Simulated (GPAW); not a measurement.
# Au (Fm-3m) in GPAW: settings compared

Aim: see how the results for Au move with the level of theory and the settings. Levels: SCAN+D3, vdW-DF, LDA, PBE, AM05. Tasks: equation of state, band structure.

All numbers are computed with GPAW 26.7.0; they aren't measurements. Logs are shortened: lines on timing, memory, paths and dates and some standing lists are left out, and cuts for length are marked. The log counts tension as positive stress, the text compression.

## Step 1: The structure

It takes space group Fm-3m (No. 225, cubic). Conventional cell: a = 4.070 Å, b = 4.070 Å, c = 4.070 Å, α = 90.00°, β = 90.00°, γ = 90.00°. Au (site symmetry m-3m) has 12 Au at 2.88 Å as nearest neighbours.

## Step 2: Equation of state, SCAN+D3

Input file run.py:

```python
from ase.calculators.mixing import SumCalculator
from ase.eos import EquationOfState
from ase.io import Trajectory, read
from ase.units import GPa
from dftd3.ase import DFTD3
from gpaw import GPAW, PW

atoms = read('Au.cif')

traj = Trajectory('eos.traj', 'w')
volumes, energies = [], []
for x in [0.94, 0.96, 0.98, 1.0, 1.02, 1.04, 1.06]:
    a = atoms.copy()
    a.set_cell(atoms.cell * x**(1 / 3), scale_atoms=True)
    calc = GPAW(mode=PW(600),
                xc='MGGA_X_SCAN+MGGA_C_SCAN',
                kpts={'size': (11, 11, 11), 'gamma': True},
                occupations={'name': 'fermi-dirac', 'width': 0.05},
                nbands=14,
                convergence={'density': 1e-05, 'energy': 1e-05},
                maxiter=150,
                txt=f'eos-{x:.2f}.txt')
    a.calc = SumCalculator([calc, DFTD3(method='scan', damping='d3zero')])
    energies.append(a.get_potential_energy())
    volumes.append(a.get_volume())
    p = -a.get_stress()[:3].mean() / GPa
    calc.write(f'eos-{x:.2f}.gpw')
    traj.write(a)
    print(f'{x:.2f} {volumes[-1]:10.4f} A^3 {energies[-1]:14.6f} eV {p:9.3f} GPa', flush=True)

v0, e0, B = EquationOfState(volumes, energies, eos='birchmurnaghan').fit()
print(f'V0 = {v0:.4f} A^3, E0 = {e0:.6f} eV, B0 = {B / GPa:.2f} GPa')
```

Input file Au.cif:

```cif
data_Au
_cell_length_a 2.87792460
_cell_length_b 2.87792460
_cell_length_c 2.87792460
_cell_angle_alpha 60.00000000
_cell_angle_beta 60.00000000
_cell_angle_gamma 60.00000000
_space_group_name_H-M_alt 'P1'
_space_group_name_Hall 'P 1'
_space_group_IT_number 1
loop_
_space_group_symop_operation_xyz
'x,y,z'
loop_
_atom_site_label
_atom_site_type_symbol
_atom_site_symmetry_multiplicity
_atom_site_Wyckoff_symbol
_atom_site_fract_x
_atom_site_fract_y
_atom_site_fract_z
_atom_site_occupancy
Au1 Au 1 a 0.0000000000 0.0000000000 0.0000000000 1
```

Potentials or basis: GPAW PAW data sets (gpaw-data 1.2.1), pw.

The run is started by

```
$ OMP_NUM_THREADS=1 python run.py
```

What it wrote:

```text
__  _  _
 | _ |_)|_||  |
 |__||  | ||/\| - 26.7.0

Input parameters:
  mode=PW(ecut=600.0),
  convergence={'density': 1e-05, 'energy': 1e-05},
  kpts=MonkhorstPack(size=(11, 11, 11), gamma=True),
  maxiter=150,
  nbands=14,
  occupations=Occupations(name='fermi-dirac', width=0.05),
  xc=XC(name='MGGA_X_SCAN+MGGA_C_SCAN')

Diagonalizing LCAO Hamiltonian
Converting LCAO to pw mode

       Au

Atoms  # Å, Bohr magnetons
|   | symbol |        x |        y |        z |    initial magnetic moments |
|---|--------|----------|----------|----------|-----------------------------|
| 0 |     Au | 0.000000 | 0.000000 | 0.000000 | ( 0.0000,  0.0000,  0.0000) |

Unit cell  # Å
| periodic |        x |        y |        z |  lengths |    angles |
|----------|----------|----------|----------|----------|-----------|
|      yes | 2.819175 | 0.000000 | 0.000000 | 2.819175 | 60.000000 |
|      yes | 1.409587 | 2.441477 | 0.000000 | 2.819175 | 60.000000 |
|      yes | 1.409587 | 0.813826 | 2.301847 | 2.819175 | 60.000000 |

Number of symmetries: 48
Symmetry operations  # r_c * U_cc + t_c -> r_c
|    | kind |            matrix            |
|----|------|------------------------------|
|  0 |  σ   |  1, 0, 0,  1, 0,-1,  1,-1, 0 |
|  1 |  C2  |  1, 0, 0,  1,-1, 0,  1, 0,-1 |
|  2 |  E   |  1, 0, 0,  0, 1, 0,  0, 0, 1 |
|  3 |  σ   |  1, 0, 0,  0, 0, 1,  0, 1, 0 |
|  4 |  C4  |  1, 0,-1,  1, 0, 0,  1,-1, 0 |
|  5 |  S6  |  1, 0,-1,  1,-1, 0,  1, 0, 0 |
|  6 |  σ   |  1, 0,-1,  0, 1,-1,  0, 0,-1 |
|  7 |  C3  |  1, 0,-1,  0, 0,-1,  0, 1,-1 |
|  8 |  S6  |  1,-1, 0,  1, 0, 0,  1, 0,-1 |
|  9 |  C4  |  1,-1, 0,  1, 0,-1,  1, 0, 0 |
| 10 |  C3  |  1,-1, 0,  0,-1, 1,  0,-1, 0 |
| 11 |  σ   |  1,-1, 0,  0,-1, 0,  0,-1, 1 |
| 12 |  σ   |  0, 1, 0,  1, 0, 0,  0, 0, 1 |
| 13 |  C4  |  0, 1, 0,  0, 1,-1, -1, 1, 0 |
| 14 |  C3  |  0, 1, 0,  0, 0, 1,  1, 0, 0 |
| 15 |  S6  |  0, 1, 0, -1, 1, 0,  0, 1,-1 |
| 16 |  C2  |  0, 1,-1,  1, 0,-1,  0, 0,-1 |
| 17 |  σ   |  0, 1,-1,  0, 1, 0, -1, 1, 0 |
| 18 |  S4  |  0, 1,-1,  0, 0,-1,  1, 0,-1 |
| 19 |  C4  |  0, 1,-1, -1, 1, 0,  0, 1, 0 |
| 20 |  C3  |  0, 0, 1,  1, 0, 0,  0, 1, 0 |
| 21 |  σ   |  0, 0, 1,  0, 1, 0,  1, 0, 0 |
| 22 |  S6  |  0, 0, 1,  0,-1, 1, -1, 0, 1 |
| 23 |  C4  |  0, 0, 1, -1, 0, 1,  0,-1, 1 |
| 24 |  S4  |  0, 0,-1,  1, 0,-1,  0, 1,-1 |
| 25 |  C3  |  0, 0,-1,  0, 1,-1,  1, 0,-1 |
| 26 |  C2  |  0, 0,-1,  0,-1, 0, -1, 0, 0 |
| 27 |  S6  |  0, 0,-1, -1, 0, 0,  0,-1, 0 |
| 28 |  S4  |  0,-1, 1,  1,-1, 0,  0,-1, 0 |
| 29 |  C4  |  0,-1, 1,  0, 0, 1, -1, 0, 1 |
| 30 |  C2  |  0,-1, 1,  0,-1, 0,  1,-1, 0 |
| 31 |  σ   |  0,-1, 1, -1, 0, 1,  0, 0, 1 |
| 32 |  C3  |  0,-1, 0,  1,-1, 0,  0,-1, 1 |
| 33 |  S6  |  0,-1, 0,  0, 0,-1, -1, 0, 0 |
| 34 |  S4  |  0,-1, 0,  0,-1, 1,  1,-1, 0 |
| 35 |  C2  |  0,-1, 0, -1, 0, 0,  0, 0,-1 |
| 36 |  C2  | -1, 1, 0,  0, 1, 0,  0, 1,-1 |
| 37 |  S6  | -1, 1, 0,  0, 1,-1,  0, 1, 0 |
| 38 |  S4  | -1, 1, 0, -1, 0, 1, -1, 0, 0 |
| 39 |  C3  | -1, 1, 0, -1, 0, 0, -1, 0, 1 |
| 40 |  S6  | -1, 0, 1,  0, 0, 1,  0,-1, 1 |
| 41 |  C2  | -1, 0, 1,  0,-1, 1,  0, 0, 1 |
| 42 |  C3  | -1, 0, 1, -1, 1, 0, -1, 0, 0 |
| 43 |  S4  | -1, 0, 1, -1, 0, 0, -1, 1, 0 |
| 44 |  C2  | -1, 0, 0,  0, 0,-1,  0,-1, 0 |
| 45 |  i   | -1, 0, 0,  0,-1, 0,  0, 0,-1 |
| 46 |  σ   | -1, 0, 0, -1, 1, 0, -1, 0, 1 |
| 47 |  C2  | -1, 0, 0, -1, 0, 1, -1, 1, 0 |

BZ-sampling:
  Number of BZ points: 1331
  Number of IBZ points: 56

  Monkhorst-Pack size: [11, 11, 11]
  Monkhorst-Pack shift: [0, 0, 0]

K-points  # in reciprocal-cell coordinates
|     |                                coordinates |     weight |
|-----|--------------------------------------------|------------|
|   0 | (  0.00000000,   0.00000000,   0.00000000) | 0.00075131 |
|   1 | (  0.09090909,   0.09090909,   0.00000000) | 0.00450789 |
|   2 | (  0.09090909,   0.09090909,   0.09090909) | 0.00601052 |
|   3 | (  0.18181818,   0.09090909,   0.09090909) | 0.00901578 |
|   4 | (  0.18181818,   0.18181818,   0.00000000) | 0.00450789 |
|   5 | (  0.18181818,   0.18181818,   0.09090909) | 0.01803156 |
|   6 | (  0.18181818,   0.18181818,   0.18181818) | 0.00601052 |
|   7 | (  0.27272727,   0.18181818,   0.09090909) | 0.01803156 |
|   8 | (  0.27272727,   0.18181818,   0.18181818) | 0.01803156 |
|   9 | (  0.27272727,   0.27272727,   0.00000000) | 0.00450789 |
| ... |                                            |            |
|  55 | (  0.45454545,   0.45454545,   0.45454545) | 0.00601052 |

Plane wave coefficients: 538
Cutoff: 600.0 eV

Spin-components: 1 (collinear spins)
Bands:           14
Projectors:      6
Spin-degeneracy: 2
Datatype:        complex128

Parallelization:
  kpt:    1
  domain: 1
  band:   1

Density:
  Valence electrons: 11.0
  Components: 1
  Grid points: [16 16 16]
  Charge: 0.0  # |e|

Potential:
  Grid points: [16 16 16]

species:
  Au:
    name:    Gold
    Z:       79.0
    valence: 11
    core:    68
    charge:  0.0  # [|e|]
    compensation charges:
      type: gauss
      rc: 0.42  # [Å]
      lmax: 2
    cutoffs:
      filter: 2.33  # [Å]
      core: 2.81  # [Å]
    projectors
    | kind |    occ | energy [eV] | rcut [Å] |
    |------|--------|-------------|----------|
    |   6s |  1.000 |      -5.728 |    1.323 |
    |   6p |  0.000 |      -0.775 |    1.323 |
    |   5d | 10.000 |      -6.891 |    1.323 |
    |    s |        |      21.484 |    1.323 |
    |    p |        |      26.436 |    1.323 |
    |    d |        |      20.321 |    1.323 |

    Using partial waves for Au as LCAO basis

Reference energy: -516598.271109  # eV

eigensolver:
  PPCG
  Converge bands: occupied
  niter=2

density mixing:
  MSR1-Mixer
  Pratt-step length: 0.05
  Maximum mixing coefficient: 0.75
  Old densities: 10
  SVD Regularization: 0.005
  Good broyden scale: 1.0
  Trust region scale: 1.0
  Backstep threshold: 4.0
  History deletion threshold: 6.0
  Fourier metric: weight=20.0, sigma=0.015

occupation numbers:
  Fermi-Dirac:
    width: 0.0500  # eV

poisson solver:
  ecut: 4800.0  # eV

xc functional:
  name: MGGA_X_SCAN+MGGA_C_SCAN with 2 nearest neighbor stencil

convergence criteria:
- Maximum integral of absolute [dens]ity change: 1e-05 electrons / valence electron
- Maximum [total energy] change in last 3 cyles: 1e-05 eV / valence electron
- Maximum integral of absolute [eigenst]ate change: 4e-08 eV^2 / valence electron
maximum number of iterations: 150

SCF iterations
|iter     | |      energy | eigst |  dens |
|---------|-|-------------|-------|-------|
|iter:   1| |  -42.585424 | -0.35 |       |
|iter:   2| |  -41.686306 | -1.42 | -1.09 |
|iter:   3| |  -41.589841 | -3.01 | -1.22 |
|iter:   4| |  -41.536249 | -2.81 | -1.42 |
|iter:   5| |  -41.536666 | -3.60 | -1.92 |
|iter:   6| |  -41.539041 | -3.36 | -2.31 |
|iter:   7| |  -41.538832 | -5.54 | -2.80 |
|iter:   8| |  -41.538814 | -6.27 | -3.42 |
|iter:   9| |  -41.538813c| -6.83 | -3.83 |
|iter:  10| |  -41.538813c| -7.93c| -4.77 |
|iter:  11| |  -41.538813c| -8.36c| -5.17c|

Converged in 11 steps
Energy contributions relative to reference atoms: (reference = -516598.271109)

Energy contributions:
  Kinetic:           6.827535
  Coulomb:          -6.475894
  Zero:              0.109043
  External:          0.000000
  Xc:              -41.998579
  Entropy:          -0.001833
  Spinorbit:         0.000000
  ----------------------------
  Free energy:     -41.539730
  Extrapolated:    -41.538813

dipole moment: (-19.281556, -11.132211, -7.871662)  # |e|*Ang

Fermi level: 10.966
Eigenvalues  # (at kpt = [0.000, 0.000, 0.000])
| band index |      eig [eV] | occ [0-2] |
|------------|---------------|-----------|
|          0 |        -0.072 |     2.000 |
|          1 |         5.689 |     2.000 |
|          2 |         5.689 |     2.000 |
|          3 |         5.689 |     2.000 |
|          4 |         7.413 |     2.000 |
|          5 |         7.414 |     2.000 |
|          6 |        27.698 |     0.000 |
|          7 |        31.912 |     0.000 |
|          8 |        31.912 |     0.000 |
|          9 |        31.912 |     0.000 |
|         10 |        36.505 |     0.000 |
|         11 |        41.507 |     0.000 |
|         12 |        41.507 |     0.000 |
|         13 |        41.507 |     0.000 |

No gap
No difference between direct/indirect transitions

Stress tensor  # eV/Ang^3
|         x |         y |         z |
|-----------|-----------|-----------|
| -0.129353 |  0.000000 |  0.000000 |
|  0.000000 | -0.129353 |  0.000000 |
|  0.000000 |  0.000000 | -0.129353 |

# Writing to eos-0.94.gpw (mode='')
```

Wall time 2.5 min (1 thread of Intel Xeon Platinum 8488C (Sapphire Rapids), shared host); peak memory 0.84 GiB.

What came out:

| Property | Result |
| --- | --- |
| Equilibrium volume | 17.21 Å³/atom (rough: see the caveat) |
| Bulk modulus | 175 GPa (rough) |

Energy against volume, from the lowest point:
| volume (Å³/atom) | energy (meV/atom) |
| --- | --- |
| 15.843 | 72.64 |
| 16.181 | 39.24 |
| 16.518 | 17.02 |
| 16.855 | 4.32 |
| 17.192 | 0.00 |
| 17.529 | 3.00 |
| 17.866 | 12.40 |

Caveat: with this Au data set, volumes or pressures lay over 1.5 % or 2 GPa off other programs in two to four cells of ten; the points scatter about the fit; the PAW data sets were made with another functional, which shifts forces and pressure a little. The run has no spin-orbit coupling, so splittings on Au are missing.

## Step 3: Band structure, vdW-DF, spin-orbit coupling, no magnetisation

Input file run.py:

```python
import numpy as np
import spglib
from ase import Atoms
from ase.dft.bandgap import bandgap
from ase.io import read, write
from gpaw import GPAW, PW
from gpaw.spinorbit import soc_eigenstates

atoms = read('Au.cif')
cell, positions, numbers = spglib.find_primitive(
    (atoms.cell[:], atoms.get_scaled_positions(), atoms.numbers), symprec=1e-4)
atoms = Atoms(numbers, cell=cell, scaled_positions=positions, pbc=True)

calc = GPAW(mode=PW(600),
            xc={'name': 'vdW-DF', 'backend': 'libvdwxc'},
            kpts={'size': (11, 11, 11), 'gamma': True},
            occupations={'name': 'fermi-dirac', 'width': 0.05},
            nbands=14,
            convergence={'density': 1e-05, 'energy': 1e-05},
            maxiter=150,
            txt='gpaw.txt')
atoms.calc = calc
energy = atoms.get_potential_energy()
forces = atoms.get_forces()
calc.write('gs.gpw')
write('result.traj', atoms)
print(f'Energy: {energy:.6f} eV')
print('Forces (eV/A):')
print(forces.round(4))
print('Fermi level:', round(calc.get_fermi_level(), 4), 'eV')
print(f'Gap: {bandgap(calc)[0]:.4f} eV, direct: {bandgap(calc, direct=True)[0]:.4f} eV')

path = atoms.cell.bandpath('GXWKGLUWLK,UX', npoints=100, eps=1e-4)
bs_calc = calc.fixed_density(kpts=path, symmetry='off', nbands=21,
                             convergence={'bands': 'CBM+6.0', 'eigenstates': 1e-6}, txt='bands.txt')
bs = bs_calc.band_structure()
bs.write('bs.json')
print(f'Gap on the path: {bandgap(bs_calc)[0]:.4f} eV')

soc = soc_eigenstates(bs_calc, theta=0, phi=0)
np.savetxt('soc_bands.dat', soc.eigenvalues(), fmt='%.4f')
mesh = soc_eigenstates('gs.gpw', theta=0, phi=0)
np.savetxt('soc_mesh.dat', mesh.eigenvalues(), fmt='%.4f')
print('Fermi level with spin-orbit coupling:', round(mesh.fermi_level, 4), 'eV')
```

Input file Au.cif:

```cif
data_Au
_cell_length_a 4.07000000
_cell_length_b 4.07000000
_cell_length_c 4.07000000
_cell_angle_alpha 90.00000000
_cell_angle_beta 90.00000000
_cell_angle_gamma 90.00000000
_space_group_name_H-M_alt 'Fm-3m'
_space_group_name_Hall '-F 4 2 3'
_space_group_IT_number 225
loop_
_space_group_symop_operation_xyz
'x,y,z'
'-x,-y,-z'
'-y,x,z'
'y,-x,-z'
'-x,-y,z'
'x,y,-z'
'y,-x,z'
'-y,x,-z'
'x,-y,-z'
'-x,y,z'
'-y,-x,-z'
'y,x,z'
'-x,y,-z'
'x,-y,z'
'y,x,-z'
'-y,-x,z'
'z,x,y'
'-z,-x,-y'
'z,-y,x'
'-z,y,-x'
'z,-x,-y'
'-z,x,y'
'z,y,-x'
'-z,-y,x'
'-z,x,-y'
'z,-x,y'
'-z,-y,-x'
'z,y,x'
'-z,-x,y'
'z,x,-y'
'-z,y,x'
'z,-y,-x'
'y,z,x'
'-y,-z,-x'
'x,z,-y'
'-x,-z,y'
'-y,z,-x'
'y,-z,x'
'-x,z,y'
'x,-z,-y'
'-y,-z,x'
'y,z,-x'
'-x,-z,-y'
'x,z,y'
'y,-z,-x'
'-y,z,x'
'x,-z,y'
'-x,z,-y'
'x,y+1/2,z+1/2'
'-x,-y+1/2,-z+1/2'
'-y,x+1/2,z+1/2'
[... 62 lines left out ...]
'-z+1/2,-x,-y+1/2'
'z+1/2,-y,x+1/2'
'-z+1/2,y,-x+1/2'
'z+1/2,-x,-y+1/2'
'-z+1/2,x,y+1/2'
'z+1/2,y,-x+1/2'
'-z+1/2,-y,x+1/2'
'-z+1/2,x,-y+1/2'
'z+1/2,-x,y+1/2'
'-z+1/2,-y,-x+1/2'
'z+1/2,y,x+1/2'
'-z+1/2,-x,y+1/2'
'z+1/2,x,-y+1/2'
'-z+1/2,y,x+1/2'
'z+1/2,-y,-x+1/2'
'y+1/2,z,x+1/2'
'-y+1/2,-z,-x+1/2'
'x+1/2,z,-y+1/2'
'-x+1/2,-z,y+1/2'
'-y+1/2,z,-x+1/2'
'y+1/2,-z,x+1/2'
'-x+1/2,z,y+1/2'
'x+1/2,-z,-y+1/2'
'-y+1/2,-z,x+1/2'
'y+1/2,z,-x+1/2'
'-x+1/2,-z,-y+1/2'
'x+1/2,z,y+1/2'
'y+1/2,-z,-x+1/2'
'-y+1/2,z,x+1/2'
'x+1/2,-z,y+1/2'
'-x+1/2,z,-y+1/2'
'x+1/2,y+1/2,z'
'-x+1/2,-y+1/2,-z'
'-y+1/2,x+1/2,z'
'y+1/2,-x+1/2,-z'
'-x+1/2,-y+1/2,z'
'x+1/2,y+1/2,-z'
'y+1/2,-x+1/2,z'
'-y+1/2,x+1/2,-z'
'x+1/2,-y+1/2,-z'
'-x+1/2,y+1/2,z'
'-y+1/2,-x+1/2,-z'
'y+1/2,x+1/2,z'
'-x+1/2,y+1/2,-z'
'x+1/2,-y+1/2,z'
'y+1/2,x+1/2,-z'
'-y+1/2,-x+1/2,z'
'z+1/2,x+1/2,y'
'-z+1/2,-x+1/2,-y'
'z+1/2,-y+1/2,x'
'-z+1/2,y+1/2,-x'
'z+1/2,-x+1/2,-y'
'-z+1/2,x+1/2,y'
'z+1/2,y+1/2,-x'
'-z+1/2,-y+1/2,x'
'-z+1/2,x+1/2,-y'
'z+1/2,-x+1/2,y'
'-z+1/2,-y+1/2,-x'
'z+1/2,y+1/2,x'
'-z+1/2,-x+1/2,y'
'z+1/2,x+1/2,-y'
'-z+1/2,y+1/2,x'
'z+1/2,-y+1/2,-x'
'y+1/2,z+1/2,x'
'-y+1/2,-z+1/2,-x'
'x+1/2,z+1/2,-y'
'-x+1/2,-z+1/2,y'
'-y+1/2,z+1/2,-x'
'y+1/2,-z+1/2,x'
'-x+1/2,z+1/2,y'
'x+1/2,-z+1/2,-y'
'-y+1/2,-z+1/2,x'
'y+1/2,z+1/2,-x'
'-x+1/2,-z+1/2,-y'
'x+1/2,z+1/2,y'
'y+1/2,-z+1/2,-x'
'-y+1/2,z+1/2,x'
'x+1/2,-z+1/2,y'
'-x+1/2,z+1/2,-y'
loop_
_atom_site_label
_atom_site_type_symbol
_atom_site_symmetry_multiplicity
_atom_site_Wyckoff_symbol
_atom_site_fract_x
_atom_site_fract_y
_atom_site_fract_z
_atom_site_occupancy
Au1 Au 4 a 0.0000000000 0.0000000000 0.0000000000 1
```

Potentials or basis: GPAW PAW data sets (gpaw-data 1.2.1), pw.

The run is started by

```
$ OMP_NUM_THREADS=1 python run.py
```

Wall time 14 s (1 thread of Intel Xeon Platinum 8488C (Sapphire Rapids), shared host); peak memory 0.24 GiB.

Results (log left out):

```yaml
Free_energy: -94.7463 eV
Band_gap_along_the_path: none (metal or under the smearing width)
```

Levels at the corners of the path, in eV from the Fermi level:
| point | band 6 | band 7 | band 8 | band 9 | band 10 | band 11 | band 12 | band 13 | band 14 |
| --- | --- | --- | --- | --- | --- | --- | --- | --- | --- |
| Γ | -5.61 | -4.34 | -4.34 | -3.15 | -3.15 | -3.15 | -3.15 | 15.86 | 15.86 |
| X | -2.50 | -2.28 | -2.28 | -1.19 | -1.19 | 0.76 | 0.76 | 5.84 | 5.84 |
| W | -5.24 | -3.36 | -3.36 | -1.80 | -1.80 | 4.82 | 4.82 | 5.34 | 5.34 |
| K | -4.16 | -3.16 | -3.16 | -2.09 | -2.09 | 3.76 | 3.76 | 4.67 | 4.67 |
| Γ | -5.61 | -4.34 | -4.34 | -3.15 | -3.15 | -3.15 | -3.15 | 15.86 | 15.86 |
| L | -4.48 | -2.54 | -2.54 | -1.78 | -1.78 | -1.10 | -1.10 | 3.11 | 3.11 |
| U | -4.16 | -3.16 | -3.16 | -2.09 | -2.09 | 3.76 | 3.76 | 4.67 | 4.67 |
| W | -5.24 | -3.36 | -3.36 | -1.80 | -1.80 | 4.82 | 4.82 | 5.34 | 5.34 |
| L | -4.48 | -2.54 | -2.54 | -1.78 | -1.78 | -1.10 | -1.10 | 3.11 | 3.11 |
| K | -4.16 | -3.16 | -3.16 | -2.09 | -2.09 | 3.76 | 3.76 | 4.67 | 4.67 |
| U | -4.16 | -3.16 | -3.16 | -2.09 | -2.09 | 3.76 | 3.76 | 4.67 | 4.67 |
| X | -2.50 | -2.28 | -2.28 | -1.19 | -1.19 | 0.76 | 0.76 | 5.84 | 5.84 |

Caveat: spin-orbit coupling was added after a scalar SCF, so levels and gaps hold it while energy, forces, pressure and moments don't; this program's spin-orbit splittings come out too wide for heavy elements; the PAW data sets were made with another functional, which shifts forces and pressure a little.

[end of part 1 of 2]
